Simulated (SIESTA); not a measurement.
## CuI under changes of volume

One of the cells (27.401 Å³/atom); the others are scaled copies at fixed shape and fractional positions:

```
I Cu
1.0
     4.09020    0.00000    0.00000
     0.00000    4.09020    0.00000
     0.00000    0.00000    6.55146
I Cu
2 2
Direct
  0.00000 0.50000 0.74303
  0.50000 0.00000 0.25697
  0.00000 0.00000 0.00000
  0.50000 0.50000 0.00000
```

Measurements of this composition are mostly on another form, of space group No. 216.

```yaml
Program: SIESTA 5.4.2
Functional: LDA
Potentials_or_basis: PseudoDojo 0.4 standard (LDA files)
Basis: DZP (energy shift 0.003 Ry; two zetas on semicore shells)
Grid_cutoff: 800 Ry
Energy_shift: 0.003 Ry
k_mesh: 7 × 7 × 4
Occupations: fermi-dirac, width 0.05 eV
Spin: no spin polarisation
```

```tsv
volume (Å³/atom)	energy over the lowest point (meV/atom)	pressure (GPa)	gap on the mesh (eV)	largest force (eV/Å)
25.757	0.37	0.7	2.09	0.563
26.305	0.00	-0.5	2.03	0.334
26.853	3.47	-1.5	1.97	0.125
27.401	?	?	?	?
27.949	20.24	-3.3	1.86	0.241
28.497	32.76	-4.0	1.81	0.401
29.045	47.61	-4.6	1.77	0.547
```

Q: What does the run at 27.401 Å³/atom give?

A: Energy over the lowest point 10.36 meV/atom; pressure -2.5 GPa; gap on the mesh 1.91 eV; largest force 0.067 eV/Å.

Worked out: A Birch-Murnaghan fit of order 3 (a polynomial in V^(-2/3)) to the other rows has its minimum at 26.08 Å³/atom with B0 = V·E''(V) = 56 GPa and B' = 5.0 at fixed shape and positions, which overstates the stiffness. It gives 10.36 meV/atom at 27.401 Å³/atom, against the run's 10.36, and -dE/dV = -2.5 GPa, against -2.5. A straight line through the other rows of the gap, of slope -2.7 eV per unit of ln V (its deformation potential), gives 1.92 eV, against the run's 1.91.

Energies are extrapolated to zero smearing.

Caveats: short orbitals over semicore shells can move pressures by several GPa; spin-orbit coupling is left out, which moves the levels of the heavy elements; an odd mesh through Γ misses points on the zone boundary, where band edges often lie; the basis of atomic orbitals isn't converged, which shifts pressures, moduli and gaps.
